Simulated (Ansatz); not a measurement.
**How CoSn2 stores the work of compression**

Level of theory: DFT PBEsol, scalar-relativistic, plane waves, PAW (Ansatz 0.2.0). (420 eV cutoff, 8×8×8 k-mesh, Gaussian smearing of 0.10 eV, no spin polarisation)

The relaxed crystal:

```yaml
crystal:
  lattice:
    - [-3.13979, 3.13979, 2.69876]
    - [3.13979, -3.13979, 2.69876]
    - [3.13979, 3.13979, -2.69876]
  atoms:
    - { symbol: Co, position: [0.25000, 0.25000, 0.00000] }
    - { symbol: Co, position: [0.75000, 0.75000, 0.00000] }
    - { symbol: Sn, position: [0.66633, 0.16633, 0.83266] }
    - { symbol: Sn, position: [0.16633, 0.33367, 0.50000] }
    - { symbol: Sn, position: [0.33367, 0.83367, 0.16734] }
    - { symbol: Sn, position: [0.83367, 0.66633, 0.50000] }
```

Cell and atoms were relaxed at each target pressure within the start's symmetry (I4/mcm), at zero temperature; other phases can be more stable under pressure. H = E + PV with P the target; E is the free energy at the smearing used, whose derivative the pressure is, per atom and counted from zero pressure. Spin polarisation was left out, and a magnetic state may lie lower. The mesh named is that at zero pressure; some other pressures ran on another.

```
P (GPa) V (Å³/atom) E − E0 (meV) H − H0 (meV)
      0       17.737           0.0           0.0
      1       17.591           0.4         110.2
      4       17.196           6.5         435.8
     12       16.342          47.9        1271.9
     25       15.322         162.9        2553.7
     50       14.014         461.3        4834.6
     90       12.696        1024.0        8155.8
```

Problem. Thermodynamics gives dH/dP = V along a relaxed path. Integrate V over P by the trapezoid rule and compare with the computed enthalpies.

Solution. With 1 eV/Å³ = 160.22 GPa, each step adds the mean volume times ΔP / 160.22:
| P (GPa) | ∫V dP (meV) | H − H0 (meV) | difference (meV) |
| --- | --- | --- | --- |
| 1 | 110.2 | 110.2 | 0.0 |
| 4 | 435.9 | 435.8 | 0.1 |
| 12 | 1273.3 | 1271.9 | 1.4 |
| 25 | 2557.9 | 2553.7 | 4.2 |
| 50 | 4846.6 | 4834.6 | 12.0 |
| 90 | 8180.8 | 8155.8 | 25.0 |

V(P) curves upward, so the trapezoid rule runs high; integrating a smooth curve through the same points puts that excess at about 24.0 meV at 90 GPa, against the 25.0 meV found.

Problem. At 90 GPa, how much of the enthalpy change is stored energy and how much is the PV term?

Solution. E rises by 1024 meV/atom and PV is 90 × 12.696 / 160.22 = 7132 meV/atom, so PV makes 87 % of ΔH. So between rival structures at high pressure a small difference in volume can outweigh the difference in energy: 1 % of this volume is worth 71.3 meV/atom at this pressure.

Problem. What bulk modulus do the lowest pressures give?

Solution. From the pressures that the runs reached, -0.98 GPa (17.887 Å³) and 1.00 GPa (17.591 Å³), B = −ΔP/Δln V = 1.98 / 0.0167 = 119 GPa, a mean over that range.